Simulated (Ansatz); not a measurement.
# Relativity in Na

```
Na
1.0
     3.76700    0.00000    0.00000
    -1.88350    3.26232    0.00000
     0.00000    0.00000    6.15400
Na
2
Cartesian
  0.0000 2.1749 1.5385
  1.8835 1.0874 4.6155
```

Atoms are numbered in the order listed.

The cell is a measured one (Crystallography Open Database entry 9011000); the temperature and pressure of the measurement aren't taken into account, and nothing was relaxed.

One fixed cell is solved with PBE by all-electron LAPW in Ansatz 0.2.0 under different relativistic treatments. Pressure is positive in compression.

Sampling and basis: a Γ-centred 11×11×6 k mesh, Fermi–Dirac smearing of 0.05 eV, basis error target 0.5 meV/atom, no spin polarisation.

```
            setting  P (GPa)  lowest level at Γ above −25 eV, from the valence-band top or, without a gap, the Fermi level (eV)
scalar-relativistic    -0.13                                                                                             -24.97
   non-relativistic    -0.11                                                                                             -25.00
```
